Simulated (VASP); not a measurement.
A convergence study with VASP on AlSb (zinc blende): one setting is varied, all else stays as given below, so the limit is that of these other settings.

```
AlSb
1.0
    0.00000     3.07000     3.07000
    3.07000     0.00000     3.07000
    3.07000     3.07000     0.00000
Al Sb
1 1
Direct
  0.00000   0.00000   0.00000
  0.25000   0.25000   0.25000
```

Method: PBE GGA, VASP's PBE PAW potentials (set 64) (plane waves; VASP). The tightest run used: 550 eV cut-off, 16×16×16 Γ-centred mesh, tetrahedra with Blöchl corrections, potentials Al Sb.

The reference is 16×16×16 mesh, which took about 50 core-seconds. Costs are core time on shared hosts, one run each; read them as rough ratios.

Question: Of the settings 3×3×3 mesh; 4×4×4 mesh; 5×5×5 mesh; 6×6×6 mesh; 7×7×7 mesh; 8×8×8 mesh; 9×9×9 mesh; 10×10×10 mesh; 11×11×11 mesh; 12×12×12 mesh; 13×13×13 mesh; 14×14×14 mesh; 15×15×15 mesh; 16×16×16 mesh, which is the lowest that keeps the difference from the reference in E (eV/atom) within 0.002 from there on, and what does it cost?

Answer: 8×8×8 mesh; its cost over the reference is about 1/5.
```tsv
setting	difference in E (eV/atom)	cost over the reference
3×3×3 mesh	0.2269	about 1/8
4×4×4 mesh	0.0659	about 1/6
5×5×5 mesh	0.0218	about 1/7
6×6×6 mesh	0.0079	about 1/4
7×7×7 mesh	0.0031	about 1/5
8×8×8 mesh	0.0013	about 1/5
9×9×9 mesh	0.0005	about 1/5
10×10×10 mesh	0.0002	about 1/3
11×11×11 mesh	0.0001	about 1/2
12×12×12 mesh	0.0000	within a factor of 2
13×13×13 mesh	0.0000	within a factor of 2
14×14×14 mesh	0.0000	within a factor of 2
15×15×15 mesh	0.0000	within a factor of 2
16×16×16 mesh	0.0000	reference
```

Left out are rungs that failed or repeat a setting and relaxations that didn't move; long series are thinned to 24 rows.

The compound is AlSb in the zinc blende structure. The cell was not relaxed at this level.
